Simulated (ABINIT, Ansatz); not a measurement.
## GaAs (F-43m): the LO frequency by hand

How high does the longitudinal optical mode of GaAs (F-43m) lie, given the transverse one, the Born charge and ε∞?

Main program and level: ABINIT 10.8.3; DFT LDA, scalar-relativistic, plane waves, HGH norm-conserving pseudopotentials.

## (1) The relaxed structure

Symmetry: F-43m, No. 216, cubic system. The conventional cell has a = 5.528 Å, b = 5.528 Å, c = 5.528 Å, α = 90.00°, β = 90.00°, γ = 90.00°. Nearest to Ga lie 4 As at 2.39 Å. As has 4 Ga at 2.39 Å nearest. Farther neighbours are not listed.

Coordinates:

```cif
data_structure
_symmetry_space_group_name_H-M 'P 1'
_symmetry_Int_Tables_number 1
_cell_length_a 3.9086
_cell_length_b 3.9086
_cell_length_c 3.9086
_cell_angle_alpha 60.000
_cell_angle_beta 60.000
_cell_angle_gamma 60.000
_cell_volume 42.22
loop_
_atom_site_label
_atom_site_type_symbol
_atom_site_fract_x
_atom_site_fract_y
_atom_site_fract_z
_atom_site_occupancy
Ga1 Ga 0.00000 0.00000 0.00000 1
As2 As 0.25000 0.25000 0.25000 1
```

This is the cell after its relaxation at this level of theory, not the database cell from which that began.

## (2) What the response run gave

A linear-response run on the relaxed cell, with the response to an electric field; only its zone-centre results are used. Cutoff 20 Ha, k mesh 6×6×6 with shifts.

Numbers of over 12 decimals in the logs are rounded to 6 here.

The program printed:

```text
[banners, grids, parts of the stress and lines that vanish by symmetry left out]
- input  file    -> dfpt_gamma.abi
- output file    -> dfpt_gamma.abo
- root for input  files -> dfpt_gammai
[...]
DATASET    1 : space group F-4 3 m (#216); Bravais cF (face-center cubic)
[...]
nfft =       27000          nkpt =         432
[...]
DATASET    2 : space group F-4 3 m (#216); Bravais cF (face-center cubic)
[...]
nfft =       27000          nkpt =         432
[...]
== DATASET  1 ==================================================================
[...]
cutoff_energies: {ecut:  20.0, pawecutdg:  -1.0, }
[...]
Exchange-correlation functional for the present dataset will be:
  LDA: Perdew-Wang 92 LSD fit to Ceperley-Alder data - ixc=7
[...]
- 33.00000   5.00000     10605                znucl, zion, pspdat
[...]
Perturbation : derivative vs k along direction   1
[...]
-ETOT  1  -9.277279     -9.277E+00 2.674E-01 0.000E+00
 ETOT  2  -9.303048     -2.577E-02 1.844E-02 0.000E+00
 ETOT  3  -9.303435     -3.868E-04 4.236E-04 0.000E+00
 ETOT  4  -9.303448     -1.352E-05 2.318E-05 0.000E+00
 ETOT  5  -9.303449     -5.968E-07 7.401E-07 0.000E+00
[...]
At SCF step   16   max residual=  9.96E-21 < tolwfr=  1.00E-20 =>converged.
[...]
Perturbation : derivative vs k along direction   2
[...]
-ETOT  1  -9.277279     -9.277E+00 2.674E-01 0.000E+00
[...]
At SCF step   16   max residual=  9.96E-21 < tolwfr=  1.00E-20 =>converged.
[...]
Perturbation : derivative vs k along direction   3
[...]
-ETOT  1  -9.277279     -9.277E+00 2.674E-01 0.000E+00
[...]
At SCF step   16   max residual=  9.96E-21 < tolwfr=  1.00E-20 =>converged.
[...]
1        1       4.0212094046   -0.0000000000
     1        2       2.0106047023   -0.0000000000
     1        3       2.0106047023   -0.0000000000
     2        1       2.0106047023   -0.0000000000
     2        2       4.0212094046   -0.0000000000
     2        3       2.0106047023   -0.0000000000
     3        1       2.0106047023   -0.0000000000
     3        2       2.0106047023   -0.0000000000
     3        3       4.0212094046   -0.0000000000
[...]
== DATASET  2 ==================================================================
[...]
cutoff_energies: {ecut:  20.0, pawecutdg:  -1.0, }
[...]
Exchange-correlation functional for the present dataset will be:
  LDA: Perdew-Wang 92 LSD fit to Ceperley-Alder data - ixc=7
[...]
Perturbation : displacement of atom   1   along direction   1
[...]
Perturbation : displacement of atom   2   along direction   1
[...]
-ETOT  1   27.502138107025     -1.464E+02 4.998E-01 4.056E+04
[...]
At SCF step    9       vres2   =  8.20E-11 < tolvrs=  1.00E-10 =>converged.
[...]
Perturbation : homogeneous electric field along direction   1
[...]
-ETOT  1  -268.69553585037     -2.687E+02 3.358E+01 1.454E+04
[...]
ETOT  9  -278.76892631308     -8.873E-11 1.445E-10 1.335E-10
 ETOT 10  -278.76892631308     -1.251E-12 7.263E-12 3.201E-12
 At SCF step   10       vres2   =  3.20E-12 < tolvrs=  1.00E-10 =>converged.
[...]
Dielectric tensor, in cartesian coordinates,
[...]
1    4   1    4        12.3265907292        -0.0000000000
   1    4   2    4        -0.0000000000        -0.0000000000
   1    4   3    4         0.0000000000        -0.0000000000
   2    4   1    4        -0.0000000000        -0.0000000000
   2    4   2    4        12.3265907292        -0.0000000000
   2    4   3    4         0.0000000000        -0.0000000000
   3    4   1    4         0.0000000000        -0.0000000000
   3    4   2    4         0.0000000000        -0.0000000000
   3    4   3    4        12.3265907292        -0.0000000000
  Effective charges, in cartesian coordinates,
[...]
1    1   1    4         2.0013609397         0.0000000000
   2    1   1    4         0.0000000000         0.0000000000
   3    1   1    4        -0.0000000000         0.0000000000
   1    2   1    4        -2.0216570177         0.0000000000
   2    2   1    4         0.0000000000         0.0000000000
[...]
Effective charges, in cartesian coordinates,
[...]
2    4   1    2         0.0000000000         0.0000000000
   3    4   1    2         0.0000000000         0.0000000000
   1    4   2    2         0.0000000000         0.0000000000
   2    4   2    2        -2.0216566931         0.0000000000
   3    4   2    2        -0.0000000000         0.0000000000
   1    4   3    2         0.0000000000         0.0000000000
   2    4   3    2        -0.0000000000         0.0000000000
   3    4   3    2        -2.0216566931         0.0000000000
  Phonon wavevector (reduced coordinates) :  0.00000  0.00000  0.00000
 Phonon energies in Hartree :
[...]
Phonon frequencies in cm-1    :
- -1.192266E+00 -1.192266E+00 -1.192266E+00  2.717594E+02  2.717594E+02
-  2.717594E+02
  Phonon at Gamma, with non-analyticity in the
[...]
Phonon energies in Hartree :
[...]
Phonon frequencies in cm-1    :
- -1.192266E+00 -1.192266E+00 -1.088309E+00  2.717594E+02  2.717594E+02
-  2.905887E+02
  Phonon at Gamma, with non-analyticity in the
[...]
Phonon energies in Hartree :
[...]
Phonon frequencies in cm-1    :
- -1.192266E+00 -1.192266E+00 -1.088310E+00  2.717594E+02  2.717594E+02
-  2.905887E+02
  Phonon at Gamma, with non-analyticity in the
[...]
Phonon energies in Hartree :
[...]
Phonon frequencies in cm-1    :
- -1.192266E+00 -1.192266E+00 -1.088310E+00  2.717594E+02  2.717594E+02
-  2.905887E+02
[...]
fcart2     0.0000000000E+00  0.0000000000E+00  0.0000000000E+00
           strten2     0.0000000000E+00  0.0000000000E+00  0.0000000000E+00
================================================================================
```

| quantity | value |
| --- | --- |
| cell volume Ω (Å³) | 42.223 |
| mass of Ga (u) | 69.723 |
| mass of As (u) | 74.922 |
| Born charge of Ga, raw (e) | 2.001 |
| Born charge of As, raw (e) | -2.022 |
| ε∞ | 12.327 |
| ω(TO) after the sum rule (cm⁻¹) | 271.8 |

## (3) The calculation

The charges must sum to zero over the cell; taking off their mean, -0.010 e, leaves Z* = 2.012 e on Ga. In the polar mode Ga moves against As, so the reduced mass is μ = 69.72 × 74.92 / 144.64 = 36.114 u.

A longitudinal wave builds up a field that adds to the restoring force: ω(LO)² = ω(TO)² + 4π Z*² / (μ Ω ε∞), in Hartree atomic units. With μ = 65833 electron masses and Ω = 284.93 bohr³ the second term is 2.1991e-07 Ha², or 10593 cm⁻² (1 Ha = 219474.6 cm⁻¹).

So ω(LO) = √(73853 + 10593) = 290.6 cm⁻¹, and by the Lyddane-Sachs-Teller relation ε₀ = ε∞ (ω(LO)/ω(TO))² = 14.09.

## (4) Check against the program

The analysis program adds the same non-analytic term to the full matrix.

The program printed:

```text
[banners, grids, parts of the stress and lines that vanish by symmetry left out]
-outvars_anaddb: echo values of input variables ----------------------

 Flags :
[...]
Dielectric Tensor and Effective Charges
[...]
Effective charge tensors after
[...]
Phonon wavevector (reduced coordinates) :  0.00000  0.00000  0.00000
 Phonon energies in Hartree :
[...]
Phonon energies in meV     :
-  0.000000E+00  0.000000E+00  0.000000E+00  3.369417E+01  3.369417E+01
-  3.369417E+01
 Phonon frequencies in cm-1    :
-  0.000000E+00  0.000000E+00  0.000000E+00  2.717618E+02  2.717618E+02
-  2.717618E+02
 Phonon frequencies in Thz     :
-  0.000000E+00  0.000000E+00  0.000000E+00  8.147215E+00  8.147215E+00
-  8.147215E+00
 Phonon energies in Kelvin  :
-  0.000000E+00  0.000000E+00  0.000000E+00  3.910047E+02  3.910047E+02
-  3.910047E+02
[...]
-  1  0.00000000E+00  0.00000000E+00 -1.94746142E-03
-     0.00000000E+00  0.00000000E+00  0.00000000E+00
-  2  0.00000000E+00  0.00000000E+00 -1.94746132E-03
-     0.00000000E+00  0.00000000E+00  0.00000000E+00
[...]
-  1  0.00000000E+00  1.94746142E-03  0.00000000E+00
-     0.00000000E+00  0.00000000E+00  0.00000000E+00
-  2  0.00000000E+00  1.94746132E-03  0.00000000E+00
-     0.00000000E+00  0.00000000E+00  0.00000000E+00
[...]
-  1  1.94746142E-03  0.00000000E+00  0.00000000E+00
-     0.00000000E+00  0.00000000E+00  0.00000000E+00
-  2  1.94746132E-03  0.00000000E+00  0.00000000E+00
-     0.00000000E+00  0.00000000E+00  0.00000000E+00
[...]
-  1  0.00000000E+00  0.00000000E+00  2.01875819E-03
-     0.00000000E+00  0.00000000E+00  0.00000000E+00
-  2  0.00000000E+00  0.00000000E+00 -1.87868256E-03
-     0.00000000E+00  0.00000000E+00  0.00000000E+00
[...]
-  1  0.00000000E+00  2.01875818E-03  0.00000000E+00
-     0.00000000E+00  0.00000000E+00  0.00000000E+00
-  2  0.00000000E+00 -1.87868256E-03  0.00000000E+00
-     0.00000000E+00  0.00000000E+00  0.00000000E+00
[...]
-  1  2.01875818E-03  0.00000000E+00  0.00000000E+00
-     0.00000000E+00  0.00000000E+00  0.00000000E+00
-  2 -1.87868256E-03  0.00000000E+00  0.00000000E+00
-     0.00000000E+00  0.00000000E+00  0.00000000E+00
[...]
-     1          0.000000     0.000000    -0.000000     0.000000
-     2          0.000000     0.000000     0.000000     0.000000
-     3          0.000000    -0.000000    -0.000000     0.000000
-     4         -0.000000     0.000000     2.842868     2.842868
-     5          0.000087     2.842868    -0.000000     2.842868
-     6          2.842868    -0.000087     0.000000     2.842868
[...]
-   1     Real    0.0000E+00  0.0000E+00  0.0000E+00  0.0000E+00  0.0000E+00  0.0000E+00  0.0000E+00
[...]
-  3.602951E+01
 Phonon frequencies in cm-1    :
-  0.000000E+00  0.000000E+00  0.000000E+00  2.717618E+02  2.717618E+02
-  2.905976E+02
 Phonon frequencies in Thz     :
-  0.000000E+00  0.000000E+00  0.000000E+00  8.147215E+00  8.147215E+00
-  8.711896E+00
 Phonon energies in Kelvin  :
-  0.000000E+00  0.000000E+00  0.000000E+00  3.910047E+02  3.910047E+02
-  4.181051E+02
[...]
-  1  0.00000000E+00  0.00000000E+00 -1.94746142E-03
-     0.00000000E+00  0.00000000E+00  0.00000000E+00
-  2  0.00000000E+00  0.00000000E+00 -1.94746132E-03
-     0.00000000E+00  0.00000000E+00  0.00000000E+00
[...]
Phonon at Gamma, with non-analyticity in the
[...]
Phonon energies in Hartree :
[...]
Phonon energies in meV     :
-  0.000000E+00  0.000000E+00  0.000000E+00  3.369417E+01  3.369417E+01
-  3.602951E+01
 Phonon frequencies in cm-1    :
-  0.000000E+00  0.000000E+00  0.000000E+00  2.717618E+02  2.717618E+02
-  2.905976E+02
 Phonon frequencies in Thz     :
-  0.000000E+00  0.000000E+00  0.000000E+00  8.147215E+00  8.147215E+00
-  8.711896E+00
 Phonon energies in Kelvin  :
-  0.000000E+00  0.000000E+00  0.000000E+00  3.910047E+02  3.910047E+02
-  4.181051E+02
[...]
Phonon at Gamma, with non-analyticity in the
[...]
Phonon energies in Hartree :
[...]
Phonon energies in meV     :
-  0.000000E+00  0.000000E+00  0.000000E+00  3.369417E+01  3.369417E+01
-  3.602951E+01
 Phonon frequencies in cm-1    :
-  0.000000E+00  0.000000E+00  0.000000E+00  2.717618E+02  2.717618E+02
-  2.905976E+02
 Phonon frequencies in Thz     :
-  0.000000E+00  0.000000E+00  0.000000E+00  8.147215E+00  8.147215E+00
-  8.711896E+00
 Phonon energies in Kelvin  :
-  0.000000E+00  0.000000E+00  0.000000E+00  3.910047E+02  3.910047E+02
-  4.181051E+02
[...]
-  1  0.00000000E+00  1.94746142E-03  0.00000000E+00
-     0.00000000E+00  0.00000000E+00  0.00000000E+00
-  2  0.00000000E+00  1.94746132E-03  0.00000000E+00
-     0.00000000E+00  0.00000000E+00  0.00000000E+00
[...]
-  1  1.94746142E-03  0.00000000E+00  0.00000000E+00
-     0.00000000E+00  0.00000000E+00  0.00000000E+00
-  2  1.94746132E-03  0.00000000E+00  0.00000000E+00
-     0.00000000E+00  0.00000000E+00  0.00000000E+00
[...]
-  1  2.67174266E-04  1.27501350E-03 -1.54218776E-03
-     0.00000000E+00  0.00000000E+00  0.00000000E+00
-  2 -2.48635838E-04 -1.18654410E-03  1.43517994E-03
-     0.00000000E+00  0.00000000E+00  0.00000000E+00
[...]
-  1  1.62651191E-03 -1.04463566E-03 -5.81876252E-04
-     0.00000000E+00  0.00000000E+00  0.00000000E+00
-  2 -1.51365308E-03  9.72151494E-04  5.41501589E-04
-     0.00000000E+00  0.00000000E+00  0.00000000E+00
[...]
Direction                     Dielectric constant
[...]
0.00000   0.00000   1.00000     14.09451031
   1.00000   1.00000   1.00000     14.09451031
-
```

| quantity | by hand | program |
| --- | --- | --- |
| ω(LO) (cm⁻¹) | 290.6 | 290.6 |
| ε₀ | 14.09 | 14.09 |

## (5) Results

```
TO mode                    : 271.8 cm⁻¹
LO mode                    : 290.6 cm⁻¹
static dielectric constant : 14.09
```

The LO mode of GaAs (F-43m) lies at 291 cm⁻¹, 19 cm⁻¹ above the TO mode; the formula meets the program within 0.1 cm⁻¹, as it must for a cubic crystal with one polar mode. ω(LO)² − ω(TO)² goes with Z*²/ε∞: an error of 5 % in ε∞ would move the LO mode by 0.9 cm⁻¹, and semilocal functionals tend to overestimate ε∞. The raw charges miss their sum by 0.020 e, a sign that the k mesh is short for the field response, so ε∞ may be some per cent too high. These are harmonic values at zero temperature, at the volume of this functional, for the structure held cubic; stability elsewhere in the zone is no part of this calculation.

[Host names and launcher messages were left out of these logs when they were recorded.]

[Logs are printed without paths, hosts, clocks, repeated set-up lines and the standing remarks that a program may print on its own settings, such as how far it seeks lower states.]

[Hosts, paths, dates, database ids (printed as entryN), source tags and the programs' standing remarks are cut or masked in the printed files.]
